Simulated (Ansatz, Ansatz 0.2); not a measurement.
# Working log: relaxing the cell of cassiterite, SnO2

*A beginner's notebook, kept as written. Several of its settings and conclusions are unsound; a review follows at the end.*

## Experimental context

Cassiterite is the tetragonal form of SnO2, space group $P4_2/mnm$, with six atoms in the primitive cell. The values I want to reproduce are from "Structural Studies of Rutile-Type Metal Dioxides" (doi:10.1107/S0108768197001468, 1997; Crystallography Open Database). The structure was determined by diffraction, which gave $a$ = 4.7374 Å and $c$ = 3.1864 Å. The volume per atom, 11.9187 Å³, follows from those two lengths, so I count it as the same measurement and not as a third one. No temperature is given with the values. My starting structure is a different database entry of the same phase.

| compared with | measured | method |
| --- | --- | --- |
| a (Å) | 4.7374 | structure determination by diffraction |
| c (Å) | 3.1864 | structure determination by diffraction |
| volume per atom (Å³) | 11.9187 | from the measured cell |

Conditions are those given with the value in the passage it was taken from; "not stated" means there, and the paper may say more elsewhere. The values are a selection: others may have been left out beforehand as unlike or outlying.

## Aim and plan

I want to get $a$ and $c$ by letting the program relax the cell and the atoms together. My target is 0.01 Å on each length. I chose it because it is a round number and looks strict enough for a thesis table. I will compare the relaxed cell directly with the measured one and leave temperature out of it.

I plan to begin with PBE, because most of the papers I have looked at use it, and with a low cutoff so that I get an answer soon. If the lengths come out wrong I will change to a better functional, since the functional is what decides how good the physics is. The cutoff seems to me more a matter of how many decimals one gets.

System: SnO2 (Cassiterite); P4_2/mnm (no. 136), 6 atoms in the primitive cell; every run starts from another database entry of the same phase; structure from the Crystallography Open Database.

On the selection of runs and values: Further runs on this system are not shown.

## 1. A quick first relaxation with PBE

I am taking PBE with a cutoff of 180 eV. The cell is small and the k-mesh of 6×6×8 looks generous, so I expect lengths near the measured ones, perhaps off in the second decimal. After that I should know whether PBE is good enough for this oxide.

**Run 1.** Ansatz 0.2: PBE, Ansatz with its PAW files, non-magnetic, cell and ions relaxed, cutoff 180 eV, k-mesh 6×6×8, smearing 0.05 eV (PAW set soft_1).

Key lines of the input:
```
crystal:
  lattice:
    - [4.7357, 0.0, 0.0]
    - [0.0, 4.7357, 0.0]
    - [0.0, 0.0, 3.18732]
  atoms:
    - { symbol: Sn, position: [0.0, 0.0, 0.0] }
    - { symbol: Sn, position: [0.5, 0.5, 0.5] }
    - { symbol: O, position: [0.3053, 0.3053, 0.0] }
    - { symbol: O, position: [0.1947, 0.8053, 0.5] }
    - { symbol: O, position: [0.6947, 0.6947, 0.0] }
    - { symbol: O, position: [0.8053, 0.1947, 0.5] }
kpoints:
  mp_grid: { grid: [6, 6, 8] }
scf:
  occupations: { method: fermi_dirac, width: 0.05 }
  max_iter: 80
hamiltonian:
  xc: pbe
  pseudopotentials: { kind: paw, azcp: { folder: soft_1 } }
relax:
  f_tol: 0.01
  max_steps: 30
  cell: { stress_tol: 0.02 }
output:
  forces: true
  stress: true
basis:
  ecutwfc: 180
```

Command:
```
ansatz run input.yaml --threads 4 --pin off --max-ram 10240MiB --backend cpu --events-out ev --progress --plain --runs-dir out
```

Selected lines of the output:
```
relax step   1: F+E_penalty+E_count = -14263.72533077 eV  max|allowed force component| = 5.332e-2 eV/Å  Δτ_max = 0.0000 Å  P = +50.472 GPa  Ω = 71.482 …
relax step   2: F+E_penalty+E_count = -14237.99644610 eV  max|allowed force component| = 2.120e-1 eV/Å  Δτ_max = 0.0134 Å  P = -112.700 GPa  Ω = 80.400 …
[...]
relax step  28: F+E_penalty+E_count = -14262.79162119 eV  max|allowed force component| = 1.012e-3 eV/Å  Δτ_max = 0.0016 Å  P = -0.019 GPa  Ω = 85.498 …
relax step  29: F+E_penalty+E_count = -14262.79783609 eV  max|allowed force component| = 3.725e-5 eV/Å  Δτ_max = 0.0001 Å  P = +0.000 GPa  Ω = 85.496 …
relax step  30: F+E_penalty+E_count = -14266.65383304 eV  max|allowed force component| = 5.713e-2 eV/Å  Δτ_max = 0.0000 Å  P = +5.490 GPa  Ω = 85.496 …
Warning: basis.ecutwfc = 180 eV is below the records' recommended 420 eV, and the density's cutoff is lower with it unless basis.ecutrho_ratio is high enough to keep the records' density cutoff: compare with a run at a higher …
Free energy (F): -14266.653833 eV
[ended: variable-cell relaxation did not converge after 30 `relax_step` rows, as none of its last 5 fresh-basis SCF(s) at a relaxed cell met both thresholds with a finite energy. The last misses [...]]
```

Not converged; 16 s on 4 cores of Arm Neoverse V1, shared host. Warnings: cutoff_below_recommended.

The run is marked as not converged, but I think it had really finished. At step 29 the pressure is +0.000 GPa and the largest force component is 3.725e-5 eV/Å, and it only stopped because it had used up its 30 steps. So I take the volume from there: 85.496 Å$^3$ for six atoms, which is about 14 Å$^3$ per atom. The measured value is 11.9187 Å$^3$.

That is far too large. I have read that PBE makes crystals too big, and here I see it. PBE is therefore not usable for SnO2, and I can cross it off.

## 2. LDA to pull the cell together

LDA is said to give cells that are too small, so it should take away the expansion that PBE puts in. I keep the k-mesh and raise the cutoff to 420 eV to get a few more reliable decimals. Since PBE was so far out, I expect LDA to end somewhat above the measured lengths, but much closer.

**Run 2.** Ansatz 0.2: LDA, Ansatz with its PAW files, non-magnetic, cell and ions relaxed, cutoff 420 eV, k-mesh 6×6×8, smearing 0.05 eV (PAW set soft_1 (PAW files made with PBE)).

Key lines of the input, as changed from run 1:
```diff
  scf:
-   max_iter: 80
  hamiltonian:
-   xc: pbe
-   pseudopotentials: { kind: paw, azcp: { folder: soft_1 } }
+   xc: lda
+   pseudopotentials: { kind: paw, azcp: { folder: soft_1 }, xc_functional: pbe }
  relax:
-   max_steps: 30
+   max_steps: 60
- basis:
-   ecutwfc: 180
```

Selected lines of the output:
```
relax step   8: F+E_penalty+E_count = -13980.54173760 eV  max|allowed force component| = 1.529e-5 eV/Å  Δτ_max = 0.0000 Å  P = -0.001 GPa  Ω = 71.046 …
```

Converged; wall time 9.6 s.

| quantity | run 2 | measured | deviation |
| --- | --- | --- | --- |
| a (Å) | 4.7202 | 4.7374 | −0.0172 (−0.4 %) |
| c (Å) | 3.1888 | 3.1864 | +0.0024 (+0.1 %) |
| volume per atom (Å³) | 11.841 | 11.9187 | −0.078 (−0.7 %) |
| largest shift (Å) | 0.00517 |  |  |
| pressure (GPa) | −0.00146 |  |  |

LDA has pulled the cell in, from about 14 to 11.841 Å$^3$ per atom, so the functional was the trouble. I had expected to stay above the measured lengths, but $a$ is now 0.0172 Å too short, which misses my target. $c$ is only 0.0024 Å too long and meets it.

Since $c$ is right, I conclude that LDA describes the bonding along $c$ properly and that something is missing only in the plane across it.

## 3. Adding the missing piece to LDA

LDA has no dispersion in it, and D4 is a correction for that. A correction should bring the result nearer to experiment, so I will add D4 to LDA and leave the rest as it is. I expect $a$ to grow by the missing 0.02 Å or so, and $c$ to stay where it is because it is already right.

**Run 3.** Ansatz 0.2: LDA-D4, Ansatz with its PAW files, non-magnetic, cell and ions relaxed, cutoff 420 eV, k-mesh 6×6×8, smearing 0.05 eV (PAW set soft_1 (PAW files made with PBE)).

Key lines of the input, as changed from run 2:
```diff
  scf:
+   max_iter: 80
  hamiltonian:
+   dispersion: d4
  relax:
-   max_steps: 60
+   max_steps: 30
```

Selected lines of the output:
```
relax step   8: F+E_penalty+E_count = -13982.18943505 eV  max|allowed force component| = 3.671e-5 eV/Å  Δτ_max = 0.0000 Å  P = -0.004 GPa  Ω = 69.789 …
Warning: the engine holds no damping parameters fitted to this dispersion correction and functional, so the run takes those fitted to pbe (hamiltonian.dispersion, under Limitations)
```

Converged; wall time 11 s. Warnings: dispersion_damping_borrowed.

| quantity | run 3 | measured | deviation |
| --- | --- | --- | --- |
| a (Å) | 4.6856 | 4.7374 | −0.0518 (−1.1 %) |
| c (Å) | 3.1788 | 3.1864 | −0.0076 (−0.2 %) |
| volume per atom (Å³) | 11.631 | 11.9187 | −0.287 (−2.4 %) |
| largest shift (Å) | 0.00324 |  |  |
| pressure (GPa) | −0.00403 |  |  |

$a$ went the wrong way. It is now 4.6856 Å, which is 0.0346 Å shorter than with plain LDA, and $c$ has shrunk as well, to 3.1788 Å. Both are now closer to the target only in the sense that both are too short, so at least the error is the same kind in both directions.

I conclude that D4 always squeezes a crystal, and that it belongs with a functional whose cell is too big. That would be PBE. But D4 took only 0.210 Å$^3$ per atom off the LDA cell, and my PBE cell was about 2.3 Å$^3$ per atom above the measured one, so D4 alone could not repair it.

## 4. Back to PBE with a middling cutoff

I crossed PBE off after a run that used up its steps, and I would like a PBE cell with a proper "converged" beside it before I add anything to it. I am going to 300 eV, about halfway between the two cutoffs I have used, which seems a fair compromise. I expect the volume to stay near 14 Å$^3$ per atom, because that is what PBE gives for this oxide.

**Run 4.** Ansatz 0.2: PBE, Ansatz with its PAW files, non-magnetic, cell and ions relaxed, cutoff 300 eV, k-mesh 6×6×8, smearing 0.05 eV (PAW set soft_1).

Key lines of the input, as changed from run 2:
```diff
  hamiltonian:
-   xc: lda
-   pseudopotentials: { kind: paw, azcp: { folder: soft_1 }, xc_functional: pbe }
+   xc: pbe
+   pseudopotentials: { kind: paw, azcp: { folder: soft_1 } }
+ basis:
+   ecutwfc: 300
```

Selected lines of the output:
```
relax step  20: F+E_penalty+E_count = -14316.80584871 eV  max|allowed force component| = 1.318e-4 eV/Å  Δτ_max = 0.0000 Å  P = +0.002 GPa  Ω = 75.373 …
Warning: basis.ecutwfc = 300 eV is below the records' recommended 420 eV, and the density's cutoff is lower with it unless basis.ecutrho_ratio is high enough to keep the records' density cutoff: compare with a run at a higher …
```

Converged; wall time 19 s. Warnings: cutoff_below_recommended.

| quantity | run 4 | measured | deviation |
| --- | --- | --- | --- |
| a (Å) | 4.8273 | 4.7374 | +0.0899 (+1.9 %) |
| c (Å) | 3.2345 | 3.1864 | +0.0481 (+1.5 %) |
| volume per atom (Å³) | 12.562 | 11.9187 | +0.643 (+5.4 %) |
| largest shift (Å) | 0.01149 |  |  |
| pressure (GPa) | 0.00165 |  |  |

This one converged, and the volume is 12.562 Å$^3$ per atom where I had expected about 14. So I was wrong to treat the first PBE run as finished. It was marked as not converged, and that must be where its huge cell came from. With a proper ending PBE gives $a$ = 4.8273 Å and $c$ = 3.2345 Å.

Both lengths are still too long by far more than my 0.01 Å. As the pressure is down to 0.002 GPa, I take this as the real PBE cell of SnO2. What remains, 0.643 Å$^3$ per atom, is then the error of the functional.

## 5. D4 on the functional that needs squeezing

PBE is too big and D4 squeezes, so now the two can be put together. I go back to 420 eV, the cutoff at which I saw what D4 does to LDA. There it took off 0.210 Å$^3$ per atom, and if it does the same here I should land about that far below the 12.562 Å$^3$ of my PBE cell. That would still be too large, but it would show that the missing dispersion is what is wrong with PBE.

**Run 5.** Ansatz 0.2: PBE-D4, Ansatz with its PAW files, non-magnetic, cell and ions relaxed, cutoff 420 eV, k-mesh 6×6×8, smearing 0.05 eV (PAW set soft_1).

Key lines of the input, as changed from run 4:
```diff
  hamiltonian:
+   dispersion: d4
- basis:
-   ecutwfc: 300
```

Selected lines of the output:
```
relax step   8: F+E_penalty+E_count = -14319.70384465 eV  max|allowed force component| = 2.656e-5 eV/Å  Δτ_max = 0.0000 Å  P = +0.005 GPa  Ω = 74.019 …
```

Converged; wall time 12 s.

| quantity | run 5 | measured | deviation |
| --- | --- | --- | --- |
| a (Å) | 4.7882 | 4.7374 | +0.0508 (+1.1 %) |
| c (Å) | 3.2284 | 3.1864 | +0.0420 (+1.3 %) |
| volume per atom (Å³) | 12.336 | 11.9187 | +0.418 (+3.5 %) |
| largest shift (Å) | 0.00599 |  |  |
| pressure (GPa) | 0.00525 |  |  |

I got 12.336 Å$^3$ per atom, close to what I predicted. The step down from my PBE cell is 0.226 Å$^3$, almost the same as the 0.210 Å$^3$ that D4 took off LDA. I take this as proof that the missing dispersion is what is wrong with PBE, and that D4 simply supplies too little of it.

The lengths still miss my target, with $a$ 0.0508 Å and $c$ 0.0420 Å too long.

## 6. A dearer functional with stronger dispersion

I need more dispersion than D4 gives, so I am changing to r2SCAN with rVV10. There the dispersion is worked out from the electron density, which I take to be the more complete way and therefore the stronger one. r2SCAN is also a step above PBE, so whatever else is wrong should be mended along with it. I am using 500 eV, since a better functional deserves a better cutoff. I expect both lengths to come within 0.01 Å of the measured ones.

**Run 6.** Ansatz 0.2: r2SCAN+rVV10, Ansatz with its PAW files, non-magnetic, cell and ions relaxed, cutoff 500 eV, k-mesh 6×6×8, smearing 0.05 eV (PAW set soft_1).

Key lines of the input, as changed from run 5:
```diff
  hamiltonian:
-   xc: pbe
+   xc: r2scan
-   dispersion: d4
+   dispersion: rvv10
```

Selected lines of the output:
```
relax step   6: F+E_penalty+E_count = -14347.77127119 eV  max|allowed force component| = 1.101e-4 eV/Å  Δτ_max = 0.0000 Å  P = -0.003 GPa  Ω = 71.949 …
```

Converged; wall time 23 s.

| quantity | run 6 | measured | deviation |
| --- | --- | --- | --- |
| a (Å) | 4.7433 | 4.7374 | +0.0059 (+0.1 %) |
| c (Å) | 3.1979 | 3.1864 | +0.0115 (+0.4 %) |
| volume per atom (Å³) | 11.992 | 11.9187 | +0.073 (+0.6 %) |
| largest shift (Å) | 0.00301 |  |  |
| pressure (GPa) | −0.00332 |  |  |

$a$ is 4.7433 Å, only 0.0059 Å too long, which meets my target. $c$ is 0.0115 Å too long, but rounded to two decimals that is 0.01 Å, so I count it as met too.

The volume has come down by about 0.34 Å$^3$ per atom from the PBE-D4 cell. That is more than D4 took off either functional, so rVV10 is the stronger dispersion, as I thought, and SnO2 is held together by dispersion to a good part. The small remainder in $c$ must be dispersion that even rVV10 leaves out along that axis. I am settling on $a$ = 4.7433 Å and $c$ = 3.1979 Å for the thesis table.

## Overview

| run | settings | a (Å) | c (Å) | volume per atom (Å³) | cost | status |
| --- | --- | --- | --- | --- | --- | --- |
| 1 | PBE, cutoff 180 eV, smearing 0.05 eV (PAW set soft_1) | – | – | – | 66 core-s | not converged |
| 2 | LDA, cutoff 420 eV, smearing 0.05 eV (PAW set soft_1 (PAW files made with PBE)) | 4.7202 | 3.1888 | 11.841 | under 1 core-min |  |
| 3 | LDA-D4, cutoff 420 eV, smearing 0.05 eV (PAW set soft_1 (PAW files made with PBE)) | 4.6856 | 3.1788 | 11.631 | under 1 core-min |  |
| 4 | PBE, cutoff 300 eV, smearing 0.05 eV (PAW set soft_1) | 4.8273 | 3.2345 | 12.562 | 74 core-s |  |
| 5 | PBE-D4, cutoff 420 eV, smearing 0.05 eV (PAW set soft_1) | 4.7882 | 3.2284 | 12.336 | under 1 core-min |  |
| 6 | r2SCAN+rVV10, cutoff 500 eV, smearing 0.05 eV (PAW set soft_1) | 4.7433 | 3.1979 | 11.992 | 92 core-s |  |
|  | measured | 4.7374 | 3.1864 | 11.9187 |  |  |

## Closing entry

I am closing the log with r2SCAN+rVV10 as my result: $a$ = 4.7433 Å and $c$ = 3.1979 Å, against the measured 4.7374 Å and 3.1864 Å. I count both lengths as within my 0.01 Å, $c$ after rounding.

For the discussion chapter I will write that SnO2 needs strong dispersion. PBE has none and gave 12.562 Å$^3$ per atom, D4 brought that down to 12.336 Å$^3$, and rVV10 finished the job at 11.992 Å$^3$. The cutoff I will mention only in the table of settings, since it was the functional that made the difference.

What I cannot fit in is LDA. It has no dispersion either, and yet its volume of 11.841 Å$^3$ is about as close to the measured 11.9187 Å$^3$ as my final one, and adding D4 made it worse. I have gone back and forth on this and have decided to call the LDA result a coincidence and leave it out of the thesis. For the next oxide I would start directly with r2SCAN+rVV10 and save myself the other runs.

## An expert's review

Further runs made for the review:

| reviewer's run | settings | a (Å) | c (Å) | volume per atom (Å³) | cost |
| --- | --- | --- | --- | --- | --- |
| R1 | PBE, cutoff 420 eV, smearing 0.05 eV (PAW set soft_1) | 4.8273 | 3.2380 | 12.576 | under 1 core-min |
| R2 | PBE, cutoff 600 eV, smearing 0.05 eV (PAW set soft_1) | 4.8278 | 3.2378 | 12.578 | under 1 core-min |
| R3 | r2SCAN, cutoff 500 eV, smearing 0.05 eV (PAW set soft_1) | 4.7587 | 3.2001 | 12.078 | 80 core-s |
|  | measured | 4.7374 | 3.1864 | 11.9187 |  |

The target of 0.01 Å is arbitrary. Thermal and zero-point expansion, which the plan leaves out, can be as large, and functionals commonly err by more. Nor is the cutoff a matter of decimals, as run 1 shows.

Run 1 used 180 eV against a recommended 420 eV, and the program warned of it. It did not merely run out of steps: with a fresh basis, the pressure jumped from zero to 5.490 GPa. Its volume is no result and says nothing against PBE. At 420 eV, PBE gives 12.576 Å$^3$ per atom (R1) for less computing time. Section 4 rightly withdraws the claim that run 1 had finished, but blames the missing convergence instead of the cutoff.

Run 2 changed cutoff and functional together, and R1 shows that most of the drop in volume came from leaving the faulty cutoff. LDA's slightly small cell is usual (the LDA runs use PAW files made with PBE, and the effect of that is not shown in this report), and one matching length does not prove the bonding along $c$ right.

Adding D4 in run 3 made an already small cell smaller, with damping borrowed from PBE, as the warning said. Both lengths moved away from experiment. D4 is an added attraction and does normally shrink a cell, though one run cannot establish an "always"; LDA already overbinds, so adding attraction to it was the mistake. A correction belongs with a functional for which it was fitted, not with whichever cell is too big.

Run 4 ignored the cutoff warning again, this time with little harm: $c$ is 0.0035 Å shorter than in R1, and 600 eV (R2) barely changes the cell further. The beginner's "real PBE cell" is therefore nearly right, but a vanishing pressure could not establish that.

Run 5 is sound, and its volume was well predicted. At equal cutoff D4 removes 0.240 Å$^3$ per atom (from R1), not 0.226. That D4 shrinks the cell does not prove missing dispersion to be PBE's fault; PBE generally makes oxide cells too large because it binds them too weakly.

Run 6 is also sound, but it changed functional, dispersion and cutoff together. The input lines shown do not set the 500 eV, and a cutoff should follow from convergence, not from a functional's rank. The convergence of r2SCAN with the cutoff, and of any run with the k-mesh, is not shown in this report. Plain r2SCAN gives 12.078 Å$^3$ (R3), already 0.498 below PBE (R1) without any added dispersion. On r2SCAN, rVV10 removes only 0.086 more, so the run does not show it to be the stronger correction. Nothing shows that the excess in $c$ is missing dispersion, and 0.0115 Å does not meet a limit of 0.01 Å by rounding.

The closing account is therefore wrong: the functional did most of the work, and SnO2 is held together mainly by ionic and covalent bonds. LDA contradicts the dispersion story and belongs in the thesis. For the next oxide, a cutoff test and a run without dispersion should be kept.

Plain r2SCAN (R3) matches both lengths to within about 0.5 %, and run 6 comes closer still, perhaps partly by cancelling errors. The small remaining excess is unexplained, and allowing for thermal expansion would probably widen it. As the LDA runs fall below the measured volume and the sound PBE and r2SCAN runs above it, these runs give no reason to doubt the measurement.

[Logs are printed without paths, hosts, clocks, repeated set-up lines and the standing remarks that a program may print on its own settings, such as how far it seeks lower states.]

[The runs shown are a pick from a larger set of finished runs; failed, doubtful and other runs were left out of it ahead of writing. So were measured values far from every level or from commonly accepted values, and agreement can look better than it is. Lines of input and output are excerpts and may be shortened.]
